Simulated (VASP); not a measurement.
# AgCl (Chlorargyrite) (Fm-3m) in VASP: a series of runs

Runs on AgCl (Chlorargyrite). Level: LDA. Tasks: single point, relaxation of cell and atoms.

Everything below comes from runs of VASP 6.6.1. Logs are shortened: lines on timing, memory, paths and dates and some standing lists are left out, and cuts for length are marked.

**The experiment to reproduce.**

From a printed reference work, data compilation, for a bulk crystal of AgCl: band gap 3.249 eV (indirect).

The runs below are set against these values where they give the same quantity.

## Step 1: Starting point

Symmetry: Fm-3m, No. 225, cubic system. The conventional cell has a = 5.354 Å, b = 5.354 Å, c = 5.354 Å, α = 90.00°, β = 90.00°, γ = 90.00°. Around Ag (site symmetry m-3m) lie 6 Cl at 2.68 Å. Cl (site symmetry m-3m) is surrounded by 6 Ag at 2.68 Å.

## Step 2: Single point, LDA

Input file INCAR:

```
SYSTEM = AgCl
ALGO = Normal ; EDIFF = 1E-6
ENCUT = 520 ; GGA = CA
ISIF = 2 ; ISMEAR = 0
LASPH = .TRUE. ; LCHARG = .FALSE.
LREAL = .FALSE. ; LWAVE = .FALSE.
NBANDS = 16 ; NELM = 100
PREC = Accurate ; SIGMA = 0.02
```

Input file KPOINTS:

```
k-points
0
G
  8 8 8
  0 0 0
```

Input file POSCAR:

```
AgCl
1.0
    0.0000000000      2.6770675510      2.6770675510
    2.6770675510      0.0000000000      2.6770675510
    2.6770675510      2.6770675510      0.0000000000
Ag Cl
1 1
Direct
    0.0000000000      0.0000000000      0.0000000000
    0.5000000000      0.5000000000      0.5000000000
```

Potentials or basis: VASP PAW LDA potentials, release 64 (Ag, Cl).

On the command line:

```console
cat potpaw_LDA.64/Ag/POTCAR potpaw_LDA.64/Cl/POTCAR > POTCAR
mpirun -np 1 vasp_std > vasp.out
```

OUTCAR:

```text
SYSTEM = AgCl
   EDIFF = 1E-6
   ENCUT = 520
   GGA = CA
   ISIF = 2
   ISMEAR = 0
   LASPH = .TRUE.
   LREAL = .FALSE.
   NELM = 100
   PREC = Accurate

 ion  position               nearest neighbor table
   1  0.000  0.000  0.000-   2 2.68   2 2.68   2 2.68   2 2.68   2 2.68   2 2.68
   2  0.500  0.500  0.500-   1 2.68   1 2.68   1 2.68   1 2.68   1 2.68   1 2.68

  LATTYP: Found a face centered cubic cell.
 ALAT       =     5.3541351020

  Lattice vectors:

 A1 = (   0.0000000000,   2.6770675510,   2.6770675510)
 A2 = (   2.6770675510,   0.0000000000,   2.6770675510)
 A3 = (   2.6770675510,   2.6770675510,   0.0000000000)

Analysis of symmetry for initial positions (statically):
=====================================================================
 Subroutine PRICEL returns:
 Original cell was already a primitive cell.

 Routine SETGRP: Setting up the symmetry group for a
 face centered cubic supercell.

 Subroutine GETGRP returns: Found 48 space group operations
 (whereof 48 operations were pure point group operations)
 out of a pool of 48 trial point group operations.

The static configuration has the point symmetry O_h .

Analysis of symmetry for dynamics (positions and initial velocities):
=====================================================================
 Subroutine PRICEL returns:
 Original cell was already a primitive cell.

 Routine SETGRP: Setting up the symmetry group for a
 face centered cubic supercell.

 Subroutine GETGRP returns: Found 48 space group operations
 (whereof 48 operations were pure point group operations)
 out of a pool of 48 trial point group operations.

The dynamic configuration has the point symmetry O_h .

 Subroutine INISYM returns: Found 48 space group operations
 (whereof 48 operations are pure point group operations),
 and found     1 'primitive' translations

----------------------------------------------------------------------------------------

                                     Primitive cell

  volume of cell :      38.3714

  direct lattice vectors                    reciprocal lattice vectors
     0.000000000  2.677067551  2.677067551    -0.186771529  0.186771529  0.186771529
     2.677067551  0.000000000  2.677067551     0.186771529 -0.186771529  0.186771529
     2.677067551  2.677067551  0.000000000     0.186771529  0.186771529 -0.186771529

  length of vectors
     3.785945238  3.785945238  3.785945238     0.323497778  0.323497778  0.323497778

  position of ions in fractional coordinates (direct lattice)
     0.000000000  0.000000000  0.000000000
     0.500000000  0.500000000  0.500000000

  ion indices of the primitive-cell ions
   primitive index   ion index
                 1           1
                 2           2

----------------------------------------------------------------------------------------

 KPOINTS: k-points

Automatic generation of k-mesh.
 Grid dimensions read from file:
 generate k-points for:    8    8    8

 Generating k-lattice:

  Cartesian coordinates                     Fractional coordinates (reciprocal lattice)
    -0.023346441  0.023346441  0.023346441     0.125000000  0.000000000  0.000000000
     0.023346441 -0.023346441  0.023346441     0.000000000  0.125000000  0.000000000
     0.023346441  0.023346441 -0.023346441     0.000000000  0.000000000  0.125000000

  Length of vectors
     0.040437222  0.040437222  0.040437222

  Shift w.r.t. Gamma in fractional coordinates (k-lattice)
     0.000000000  0.000000000  0.000000000

 Subroutine IBZKPT returns following result:
 ===========================================

 Found     29 irreducible k-points:

 Following reciprocal coordinates:
            Coordinates               Weight
  0.000000  0.000000  0.000000      1.000000
  0.125000  0.000000  0.000000      8.000000
  0.250000  0.000000  0.000000      8.000000
  0.375000  0.000000  0.000000      8.000000
  0.500000  0.000000  0.000000      4.000000
  0.125000  0.125000  0.000000      6.000000
[... 16 lines left out ...]
  0.500000  0.250000  0.125000     48.000000
 -0.375000  0.250000  0.125000     24.000000
 [... further k-points ...]
   k-points           NKPTS =     29   k-points in BZ     NKDIM =     29   number of bands    NBANDS=     16
   number of dos      NEDOS =    301   number of ions     NIONS =      2
   total plane-waves  NPLWV =  21952
   dimension x,y,z NGX =    28 NGY =   28 NGZ =   28
   dimension x,y,z NGXF=    56 NGYF=   56 NGZF=   56
   ions per type =               1   1
   NGX,Y,Z   is equivalent  to a cutoff of  12.30, 12.30, 12.30 a.u.
   NGXF,Y,Z  is equivalent  to a cutoff of  24.59, 24.59, 24.59 a.u.
 SYSTEM =  AgCl
   PREC   = accura    normal or accurate (medium, high low for compatibility)
   ISTART =      0    job   : 0-new  1-cont  2-samecut
   ICHARG =      2    charge: 1-file 2-atom 10-const
   ISPIN  =      1    spin polarized calculation?
   LNONCOLLINEAR =      F non collinear calculations
   LSORBIT =      F    spin-orbit coupling
   LASPH  =      T    aspherical Exc in radial PAW
   ENCUT  =  520.0 eV  38.22 Ry    6.18 a.u.   7.04  7.04  7.04*2*pi/ulx,y,z
   NELM   =    100;   NELMIN=  2; NELMDL= -5     # of ELM steps
   EDIFF  = 0.1E-05   stopping-criterion for ELM
   LREAL  =      F    real-space projection
   EDIFFG = 0.1E-04   stopping-criterion for IOM
   NSW    =      0    number of steps for IOM
   IBRION =     -1    ionic relax: 0-MD 1-quasi-New 2-CG
   NFREE  =      0    steps in history (QN), initial steepest desc. (CG)
   ISIF   =      2    stress and relaxation
   ISYM   =      2    0-nonsym 1-usesym 2-fastsym
   POTIM  = 0.5000    time-step for ionic-motion
   TEBEG  =    0.0;   TEEND  =   0.0 temperature during run
   PSTRESS=    0.0 pullay stress
   NELECT =      18.0000    total number of electrons
   NUPDOWN=      -1.0000    fix difference up-down
   EMIN   =  10.00;   EMAX   =-10.00  energy-range for DOS
   EFERMI =   0.00;   METHOD = LEGACY
   ISMEAR =     0;   SIGMA  =   0.02  broadening in eV -4-tet -1-fermi 0-gaus
   EFERMI_NEDOS =   21; number of points for ismear=-14 and -15
   IALGO  =     38    algorithm
   IMIX   =      4    mixing-type and parameters
     AMIX     =   0.40;   BMIX     =  1.00
     AMIX_MAG =   1.60;   BMIX_MAG =  1.00
  volume/ion in A,a.u.               =      19.19       129.47
  Fermi-wavevector in a.u.,A,eV,Ry     =   1.272027  2.403783 22.014944  1.618053
  Thomas-Fermi vector in A             =   2.404928
   LORBIT       =      0    0 simple, 1 ext, 2 COOP (PROOUT), +10 PAW based schemes
   GGA     = CA    functional components
   LHFCALC =     F    Hartree Fock is set to
   AEXX    =    0.0000 exact exchange contribution
   IVDW    =     0    specifies the selected vdW correction
   LEPSILON=     F    determine dielectric tensor
   LRPA    =     F    only Hartree local field effects (RPA)
 non-spin polarized calculation
 Gauss-broadening in eV      SIGMA  =   0.02
  energy-cutoff  :      520.00
  volume of cell :       38.37
 maximum number of plane-waves:      1056
   NGX = 15   NGY = 15   NGZ = 15

 number of electron      18.0000004 magnetization

 Free energy of the ion-electron system (eV)
  ---------------------------------------------------
  ext. energy  EPLUGINS =         0.00000000
  ---------------------------------------------------
  free energy    TOTEN  =        -6.79299624 eV

  energy without entropy =       -6.79299624  energy(sigma->0) =       -6.79299624

 E-fermi :   5.1686     XC(G=0): -10.9801

 val. band max:        5.0165692847   @ k =   0.5000   0.0000   0.0000
 cond. band min:       5.6716977116   @ k =   0.0000   0.0000   0.0000
 fundamental gap:      0.6551284268
 Fermi energy:         5.1685622831

 k-point     1 :       0.0000    0.0000    0.0000
  band No.  band energies     occupation
      1     -10.7948      2.00000
      2       2.0081      2.00000
      3       2.0081      2.00000
      4       2.0081      2.00000
      5       2.0550      2.00000
      6       2.0550      2.00000
[... 8 lines left out ...]
     15      18.6581      0.00000
     16      18.6581      0.00000

 k-point     2 :       0.1250    0.0000    0.0000
  band No.  band energies     occupation
      1     -10.7119      2.00000
      2       1.2288      2.00000
      3       1.2957      2.00000
      4       1.2957      2.00000
      5       2.0799      2.00000
      6       2.0799      2.00000
[... 8 lines left out ...]
     15      17.1261      0.00000
     16      17.6457      0.00000

 k-point     3 :       0.2500    0.0000    0.0000
  band No.  band energies     occupation
      1     -10.5004      2.00000
      2       0.0194      2.00000
      3       0.6307      2.00000
      4       0.6307      2.00000
      5       2.2476      2.00000
      6       2.2476      2.00000
[... 8 lines left out ...]
     15      17.2472      0.00000
     16      17.6830      0.00000

 k-point     4 :       0.3750    0.0000    0.0000
  band No.  band energies     occupation
      1     -10.2702      2.00000
      2      -0.9072      2.00000
      3       0.2084      2.00000
      4       0.2084      2.00000
      5       2.4244      2.00000
      6       2.4244      2.00000
[... 8 lines left out ...]
     15      18.0780      0.00000
     16      18.0780      0.00000

 k-point     5 :       0.5000    0.0000    0.0000
  band No.  band energies     occupation
      1     -10.1682      2.00000
      2      -1.2521      2.00000
      3       0.0640      2.00000
      4       0.0640      2.00000
      5       2.5006      2.00000
      6       2.5006      2.00000
[... 8 lines left out ...]
     15      18.6391      0.00000
     16      18.7017      0.00000

 k-point     6 :       0.1250    0.1250    0.0000
  band No.  band energies     occupation
      1     -10.6875      2.00000
      2       0.6722      2.00000
      3       1.6219      2.00000
      4       1.6219      2.00000
      5       1.9409      2.00000
      6       2.0908      2.00000
[... 8 lines left out ...]
     15      18.7666      0.00000
     16      19.1726      0.00000

 k-point     7 :       0.2500    0.1250    0.0000
  band No.  band energies     occupation
      1     -10.5272      2.00000
      2       0.0001      2.00000
      3       0.9726      2.00000
      4       1.0642      2.00000
      5       2.0331      2.00000
      6       2.2671      2.00000
[... 8 lines left out ...]
     15      18.5837      0.00000
     16      19.1582      0.00000

 k-point     8 :       0.3750    0.1250    0.0000
  band No.  band energies     occupation
      1     -10.3114      2.00000
      2      -0.6350      2.00000
      3       0.3074      2.00000
      4       0.5000      2.00000
      5       2.2266      2.00000
      6       2.4542      2.00000
[... 8 lines left out ...]
     15      18.8422      0.00000
     16      19.1001      0.00000

 k-point     9 :       0.5000    0.1250    0.0000
  band No.  band energies     occupation
      1     -10.1684      2.00000
      2      -1.0464      2.00000
      3       0.0718      2.00000
      4       0.1696      2.00000
      5       2.4178      2.00000
      6       2.5189      2.00000
[... 8 lines left out ...]
     15      18.8214      0.00000
     16      19.7724      0.00000
[... 172 lines left out ...]
 k-point    19 :       0.5000    0.3750    0.0000
  band No.  band energies     occupation
      1     -10.1656      2.00000
      2      -0.2501      2.00000
      3       0.7439      2.00000
      4       0.9658      2.00000
      5       1.8949      2.00000
      6       2.5928      2.00000
[... 8 lines left out ...]
     15      19.9263      0.00000
     16      20.6132      0.00000

 k-point    20 :      -0.3750    0.3750    0.0000
  band No.  band energies     occupation
      1     -10.1242      2.00000
      2      -0.0498      2.00000
      3      -0.0188      2.00000
      4       0.5029      2.00000
      5       2.1900      2.00000
      6       2.5780      2.00000
[... 8 lines left out ...]
     15      18.6047      0.00000
     16      21.2360      0.00000

 k-point    21 :       0.5000    0.5000    0.0000
  band No.  band energies     occupation
      1     -10.1642      2.00000
      2      -0.1899      2.00000
      3       1.3567      2.00000
      4       1.3567      2.00000
      5       1.5608      2.00000
      6       2.3034      2.00000
[... 8 lines left out ...]
     15      20.2274      0.00000
     16      20.2274      0.00000

 k-point    22 :       0.3750    0.2500    0.1250
  band No.  band energies     occupation
      1     -10.3724      2.00000
      2      -0.4220      2.00000
      3       0.5403      2.00000
      4       0.9220      2.00000
      5       2.1322      2.00000
      6       2.3969      2.00000
[... 8 lines left out ...]
     15      19.2598      0.00000
     16      20.6627      0.00000

 k-point    23 :       0.5000    0.2500    0.1250
  band No.  band energies     occupation
      1     -10.2095      2.00000
      2      -0.6849      2.00000
      3       0.1980      2.00000
      4       0.4641      2.00000
      5       2.2922      2.00000
      6       2.5098      2.00000
[... 8 lines left out ...]
     15      19.4641      0.00000
     16      20.4935      0.00000

 k-point    24 :      -0.3750    0.2500    0.1250
  band No.  band energies     occupation
      1     -10.1392      2.00000
      2      -0.7711      2.00000
      3       0.1204      2.00000
      4       0.1972      2.00000
      5       2.4154      2.00000
      6       2.4996      2.00000
[... 8 lines left out ...]
     15      18.6660      0.00000
     16      20.2079      0.00000

 [... further k-points ...]

------------------------ aborting loop because EDIFF is reached ----------------------------------------

  FORCE on cell =-STRESS in cart. coord.  units (eV):
  Direction    XX          YY          ZZ          XY          YZ          ZX
  --------------------------------------------------------------------------------------
  -------------------------------------------------------------------------------------
  Total        0.0088160      0.0088160      0.0088160      0.0000000      0.0000000     -0.0000000
  in kB        0.3681085      0.3681085      0.3681085      0.0000000      0.0000000     -0.0000000
  external PRESSURE =       0.3681085 kB  Pullay stress =       0.0000000 kB

 VOLUME and BASIS-vectors are now :
 -----------------------------------------------------------------------------
  energy-cutoff  :      520.00
  volume of cell :       38.37
      direct lattice vectors                 reciprocal lattice vectors
     0.000000000  2.677067551  2.677067551    -0.186771529  0.186771529  0.186771529
     2.677067551  0.000000000  2.677067551     0.186771529 -0.186771529  0.186771529
     2.677067551  2.677067551  0.000000000     0.186771529  0.186771529 -0.186771529

 POSITION                                       TOTAL-FORCE (eV/Angst)
 -----------------------------------------------------------------------------------
      0.00000      0.00000      0.00000         0.000000      0.000000      0.000000
      2.67707      2.67707      2.67707         0.000000      0.000000      0.000000
 -----------------------------------------------------------------------------------
    total drift:                                0.000000      0.000000      0.000000

  FREE ENERGIE OF THE ION-ELECTRON SYSTEM (eV)
  ---------------------------------------------------
  free  energy   TOTEN  =        -6.7929962404 eV

  energy  without entropy=       -6.7929962404  energy(sigma->0) =       -6.79299624
```

It took 8 s on 1 thread of AMD EPYC 9R45 (Zen 5), shared host; peak memory 0.12 GiB.

Results:

```yaml
Free_energy: -6.7930 eV
Pressure: 0.0 GPa
Band_gap_on_the_k_mesh: 0.66 eV, indirect (least direct gap 3.37 eV)
```

Levels at points of the mesh, in eV from the valence-band top:
```csv
k point,band 6,band 7,band 8,band 9,band 10,band 11,band 12,band 13
"(0.00, 0.00, 0.00)",-2.96,-2.76,-2.76,-2.76,0.66,10.71,10.71,10.71
"(0.50, 0.00, 0.00)",-2.52,-2.13,0.00,0.00,3.67,6.95,7.24,7.24
"(0.50, 0.50, 0.00)",-2.71,-2.36,-2.36,-2.19,1.94,7.71,8.75,11.79
```

(Part 1 of 2 ends here.)
